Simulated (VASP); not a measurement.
# SeH2 in VASP: notebook

The runs below take SeH2 through single point, with RPBE, RPBE+D3(BJ).

All numbers are computed with VASP 6.6.1; they aren't measurements. Logs are shortened: lines on timing, memory, paths and dates and some standing lists are left out, and cuts for length are marked.

## 1. Starting point

The cell holds a molecule in a box, 3 atoms: a = 12.461 Å, b = 12.961 Å, c = 13.461 Å, α = 90.00°, β = 90.00°, γ = 90.00°.

## 2. Single point, RPBE

File INCAR:

```
SYSTEM = H2Se
PREC = Accurate ; ENCUT = 400
EDIFF = 1E-6 ; ISMEAR = 0
SIGMA = 0.01 ; LREAL = .False.
LASPH = .True. ; NELM = 60
ALGO = Fast ; ISIF = 2
LWAVE = .False. ; LCHARG = .False.
GGA = RP ; ISYM = 0
```

File KPOINTS:

```
regular mesh
0
Gamma
  1 1 1
  0 0 0
```

File POSCAR:

```
H2Se                                    
1.0
   12.4610690859      0.0000000000      0.0000000000
    0.0000000000     12.9610690859      0.0000000000
    0.0000000000      0.0000000000     13.4610690859
  Se              H             
     1     2
Selective dynamics
Direct
     0.5259833377999996    0.5086471596999971    0.4566967937999991   F   F   F
     0.5103882297065828    0.4238433876027820    0.5290054432957866   T   T   T
     0.4606292650808146    0.5785255011076406    0.5192798605419129   T   T   T
```

Potentials or basis: VASP PAW PBE potentials, release 64 (Se, H).

Launch:

```
> cat potpaw_PBE.64/Se/POTCAR potpaw_PBE.64/H/POTCAR > POTCAR
> mpirun -np 1 vasp_gam > vasp.out
```

OUTCAR:

```text
SYSTEM = H2Se
   PREC = Accurate
   ENCUT = 400
   EDIFF = 1E-6
   ISMEAR = 0
   LREAL = .False.
   LASPH = .True.
   NELM = 60
   ISIF = 2
   GGA = RP
   ISYM = 0

 ion  position               nearest neighbor table
   1  0.526  0.509  0.457-   3 1.48   2 1.48
   2  0.510  0.424  0.529-   1 1.48
   3  0.461  0.579  0.519-   1 1.48

IMPORTANT INFORMATION: All symmetrisations will be switched off!
NOSYMM: (Re-)initialisation of all symmetry stuff for point group C_1.

----------------------------------------------------------------------------------------

                                     Primitive cell

  volume of cell :    2174.0808

  direct lattice vectors                    reciprocal lattice vectors
    12.461069086  0.000000000  0.000000000     0.080249936  0.000000000  0.000000000
     0.000000000 12.961069086  0.000000000     0.000000000  0.077154129  0.000000000
     0.000000000  0.000000000 13.461069086     0.000000000  0.000000000  0.074288305

  length of vectors
    12.461069086 12.961069086 13.461069086     0.080249936  0.077154129  0.074288305

  position of ions in fractional coordinates (direct lattice)
     0.525983338  0.508647160  0.456696794
     0.510388230  0.423843388  0.529005443
     0.460629265  0.578525501  0.519279861

  ion indices of the primitive-cell ions
   primitive index   ion index
                 1           1
                 2           2
                 3           3

----------------------------------------------------------------------------------------

 KPOINTS: regular mesh

Automatic generation of k-mesh.
 Grid dimensions read from file:
 generate k-points for:    1    1    1

 Generating k-lattice:

  Cartesian coordinates                     Fractional coordinates (reciprocal lattice)
     0.080249936  0.000000000  0.000000000     1.000000000  0.000000000  0.000000000
     0.000000000  0.077154129  0.000000000     0.000000000  1.000000000  0.000000000
     0.000000000  0.000000000  0.074288305     0.000000000  0.000000000  1.000000000

  Length of vectors
     0.080249936  0.077154129  0.074288305

  Shift w.r.t. Gamma in fractional coordinates (k-lattice)
     0.000000000  0.000000000  0.000000000

 Subroutine IBZKPT returns following result:
 ===========================================

 Found      1 irreducible k-points:

 Following reciprocal coordinates:
            Coordinates               Weight
  0.000000  0.000000  0.000000      1.000000
   k-points           NKPTS =      1   k-points in BZ     NKDIM =      1   number of bands    NBANDS=      8
   number of dos      NEDOS =    301   number of ions     NIONS =      3
   total plane-waves  NPLWV = 680400
   dimension x,y,z NGX =    84 NGY =   90 NGZ =   90
   dimension x,y,z NGXF=   168 NGYF=  180 NGZF=  180
   ions per type =               1   2
   NGX,Y,Z   is equivalent  to a cutoff of  11.21, 11.54, 11.12 a.u.
   NGXF,Y,Z  is equivalent  to a cutoff of  22.41, 23.09, 22.23 a.u.
 SYSTEM =  H2Se
   PREC   = accura    normal or accurate (medium, high low for compatibility)
   ISTART =      0    job   : 0-new  1-cont  2-samecut
   ICHARG =      2    charge: 1-file 2-atom 10-const
   ISPIN  =      1    spin polarized calculation?
   LNONCOLLINEAR =      F non collinear calculations
   LSORBIT =      F    spin-orbit coupling
   LASPH  =      T    aspherical Exc in radial PAW
   ENCUT  =  400.0 eV  29.40 Ry    5.42 a.u.  20.32 21.14 21.95*2*pi/ulx,y,z
   NELM   =     60;   NELMIN=  2; NELMDL= -5     # of ELM steps
   EDIFF  = 0.1E-05   stopping-criterion for ELM
   LREAL  =      F    real-space projection
   EDIFFG = 0.1E-04   stopping-criterion for IOM
   NSW    =      0    number of steps for IOM
   IBRION =     -1    ionic relax: 0-MD 1-quasi-New 2-CG
   NFREE  =      0    steps in history (QN), initial steepest desc. (CG)
   ISIF   =      2    stress and relaxation
   ISYM   =      0    0-nonsym 1-usesym 2-fastsym
   POTIM  = 0.5000    time-step for ionic-motion
   TEBEG  =    0.0;   TEEND  =   0.0 temperature during run
   PSTRESS=    0.0 pullay stress
   NELECT =       8.0000    total number of electrons
   NUPDOWN=      -1.0000    fix difference up-down
   EMIN   =  10.00;   EMAX   =-10.00  energy-range for DOS
   EFERMI =   0.00;   METHOD = LEGACY
   ISMEAR =     0;   SIGMA  =   0.01  broadening in eV -4-tet -1-fermi 0-gaus
   EFERMI_NEDOS =   21; number of points for ismear=-14 and -15
   IALGO  =     68    algorithm
   IMIX   =      4    mixing-type and parameters
     AMIX     =   0.40;   BMIX     =  1.00
     AMIX_MAG =   1.60;   BMIX_MAG =  1.00
  volume/ion in A,a.u.               =     724.69      4890.47
  Fermi-wavevector in a.u.,A,eV,Ry     =   0.252743  0.477616  0.869129  0.063879
  Thomas-Fermi vector in A             =   1.071997
   LORBIT       =      0    0 simple, 1 ext, 2 COOP (PROOUT), +10 PAW based schemes
   GGA     = RP    functional components
   LHFCALC =     F    Hartree Fock is set to
   AEXX    =    0.0000 exact exchange contribution
   IVDW    =     0    specifies the selected vdW correction
   LEPSILON=     F    determine dielectric tensor
   LRPA    =     F    only Hartree local field effects (RPA)
 non-spin polarized calculation
 RMM-DIIS sequential band-by-band and
 Gauss-broadening in eV      SIGMA  =   0.01
  energy-cutoff  :      400.00
  volume of cell :     2174.08
 maximum number of plane-waves:     19751
 NGX is ok and might be reduce to    84
   NGX = 41   NGY = 43   NGZ = 43

 number of electron       8.0000000 magnetization

 Free energy of the ion-electron system (eV)
  ---------------------------------------------------
  ext. energy  EPLUGINS =         0.00000000
  ---------------------------------------------------
  free energy    TOTEN  =       -10.14495826 eV

  energy without entropy =      -10.14495826  energy(sigma->0) =      -10.14495826

 E-fermi :  -5.7114     XC(G=0):  -0.4568

 val. band max:       -5.8009722019   @ k =   0.0000   0.0000   0.0000
 cond. band min:      -1.0837573763   @ k =   0.0000   0.0000   0.0000
 fundamental gap:      4.7172148256
 Fermi energy:        -5.7114168061

 k-point     1 :       0.0000    0.0000    0.0000
  band No.  band energies     occupation
      1     -18.0746      2.00000
      2     -10.1497      2.00000
      3      -8.7570      2.00000
      4      -5.8010      2.00000
      5      -1.0838      0.00000
      6      -0.8850      0.00000
      7       0.2065      0.00000
      8       0.4911      0.00000

------------------------ aborting loop because EDIFF is reached ----------------------------------------

  FORCE on cell =-STRESS in cart. coord.  units (eV):
  Direction    XX          YY          ZZ          XY          YZ          ZX
  --------------------------------------------------------------------------------------
  -------------------------------------------------------------------------------------
  Total       -0.0922456     -0.0638881     -0.0597609     -0.0128257     -0.0090733     -0.0310161
  in kB       -0.0679799     -0.0470820     -0.0440405     -0.0094518     -0.0066865     -0.0228571
  external PRESSURE =      -0.0530341 kB  Pullay stress =       0.0000000 kB

 VOLUME and BASIS-vectors are now :
 -----------------------------------------------------------------------------
  energy-cutoff  :      400.00
  volume of cell :     2174.08
      direct lattice vectors                 reciprocal lattice vectors
    12.461069086  0.000000000  0.000000000     0.080249936  0.000000000  0.000000000
     0.000000000 12.961069086  0.000000000     0.000000000  0.077154129  0.000000000
     0.000000000  0.000000000 13.461069086     0.000000000  0.000000000  0.074288305

 POSITION                                       TOTAL-FORCE (eV/Angst)
 -----------------------------------------------------------------------------------
      6.55431      6.59261      6.14763         0.032101      0.005689     -0.056453
      6.35998      5.49346      7.12098        -0.008592     -0.025340      0.029617
      5.73993      7.49831      6.99006        -0.023509      0.019650      0.026836
 -----------------------------------------------------------------------------------
    total drift:                               -0.000264     -0.000310      0.000443

  FREE ENERGIE OF THE ION-ELECTRON SYSTEM (eV)
  ---------------------------------------------------
  free  energy   TOTEN  =       -10.1449582619 eV

  energy  without entropy=      -10.1449582619  energy(sigma->0) =      -10.14495826
```

Wall time 2.1 min (1 thread of Intel Xeon Platinum 8488C (Sapphire Rapids), shared host); peak memory 1.1 GiB.

Results:

```
Free energy                     : -10.1450 eV
Largest force                   : 0.065 eV/Å
Gap between the frontier levels : 4.72 eV
```

Forces on the atoms (eV/Å):
```
Se   0.032  0.006 -0.056
H   -0.009 -0.025  0.030
H   -0.024  0.020  0.027
```

Caveat: the PAW data sets were made with another functional, which shifts forces and pressure a little. Expect the measured gap to be larger: semilocal functionals such as RPBE lack the derivative discontinuity.

## 3. Single point, RPBE+D3(BJ)

INCAR: that of step 2 with these lines changed.

```diff
@@ -7,2 +7,3 @@
 LWAVE = .False. ; LCHARG = .False.
-GGA = RP ; ISYM = 0
+GGA = RP ; IVDW = 12
+ISYM = 0
```

KPOINTS is that of step 2.

POSCAR is that of step 2.

Potentials or basis: VASP PAW PBE potentials, release 64 (Se, H).

Launch:

```
> cat potpaw_PBE.64/Se/POTCAR potpaw_PBE.64/H/POTCAR > POTCAR
> mpirun -np 1 vasp_gam > vasp.out
```

OUTCAR:

```text
SYSTEM = H2Se
   PREC = Accurate
   ENCUT = 400
   EDIFF = 1E-6
   ISMEAR = 0
   LREAL = .False.
   LASPH = .True.
   NELM = 60
   ISIF = 2
   GGA = RP
   IVDW = 12
   ISYM = 0
 IVDW          = 12

 ion  position               nearest neighbor table
   1  0.526  0.509  0.457-   3 1.48   2 1.48
   2  0.510  0.424  0.529-   1 1.48
   3  0.461  0.579  0.519-   1 1.48

IMPORTANT INFORMATION: All symmetrisations will be switched off!
NOSYMM: (Re-)initialisation of all symmetry stuff for point group C_1.

[... 146 lines left out ...]

  FORCE on cell =-STRESS in cart. coord.  units (eV):
  Direction    XX          YY          ZZ          XY          YZ          ZX
  --------------------------------------------------------------------------------------
  -------------------------------------------------------------------------------------
  Total      -0.09700    -0.08704    -0.06710    -0.00622    -0.00686    -0.02763
  in kB      -0.07148    -0.06415    -0.04945    -0.00458    -0.00505    -0.02036
  external pressure =       -0.06 kB  Pullay stress =        0.00 kB

 VOLUME and BASIS-vectors are now :
 -----------------------------------------------------------------------------
  energy-cutoff  :      400.00
  volume of cell :     2174.08
      direct lattice vectors                 reciprocal lattice vectors
    12.461069086  0.000000000  0.000000000     0.080249936  0.000000000  0.000000000
     0.000000000 12.961069086  0.000000000     0.000000000  0.077154129  0.000000000
     0.000000000  0.000000000 13.461069086     0.000000000  0.000000000  0.074288305

 POSITION                                       TOTAL-FORCE (eV/Angst)
 -----------------------------------------------------------------------------------
      6.55431      6.59261      6.14763         0.027869      0.004878     -0.048833
      6.35998      5.49346      7.12098        -0.009976     -0.013617      0.025068
      5.73993      7.49831      6.99006        -0.017893      0.008740      0.023765
 -----------------------------------------------------------------------------------
    total drift:                               -0.000264     -0.000310      0.000443

  FREE ENERGIE OF THE ION-ELECTRON SYSTEM (eV)
  ---------------------------------------------------
  free  energy   TOTEN  =       -10.3269393283 eV

  energy  without entropy=      -10.3269393283  energy(sigma->0) =      -10.32693933
```

OSZICAR:

```text
N       E                     dE             d eps       ncg     rms          rms(c)
DAV:   1     0.394414932822E+02    0.39441E+02   -0.12669E+03    24   0.329E+02
DAV:   2     0.290879677031E+01   -0.36533E+02   -0.36533E+02    16   0.800E+01
DAV:   3    -0.973932501457E+01   -0.12648E+02   -0.12648E+02    24   0.473E+01
[... 14 lines left out ...]
RMM:  18    -0.101449334351E+02   -0.27853E-04   -0.11335E-05    22   0.102E-02    0.125E-03
RMM:  19    -0.101449488384E+02   -0.15403E-04   -0.14856E-06    20   0.665E-03    0.329E-03
RMM:  20    -0.101449526826E+02   -0.38441E-05   -0.23081E-07    19   0.294E-03    0.235E-03
RMM:  21    -0.101449575203E+02   -0.48377E-05   -0.31996E-07    19   0.279E-03    0.759E-04
RMM:  22    -0.101449582619E+02   -0.74165E-06   -0.66946E-08    17   0.148E-03
   1 F= -.10326939E+02 E0= -.10326939E+02  d E =-.832289E-37
```

Wall time 2.2 min (1 thread of Intel Xeon Platinum 8488C (Sapphire Rapids), shared host); peak memory 1.1 GiB.

What came out:

```yaml
Free_energy: -10.3269 eV
Largest_force: 0.056 eV/Å
Gap_between_the_frontier_levels: 4.72 eV
Dispersion_energy_per_atom: -0.061 eV
```

Forces in eV/Å, atoms in the order of the input:
```
Se   0.028  0.005 -0.049
H   -0.010 -0.014  0.025
H   -0.018  0.009  0.024
```

Levels at points of the mesh, in eV from the valence-band top:
```csv
k point,band 2,band 3,band 4,band 5,band 6,band 7
"(0.00, 0.00, 0.00)",-4.35,-2.96,0.00,4.72,4.92,6.01
```

Caveat: the PAW data sets were made with another functional, which shifts forces and pressure a little.
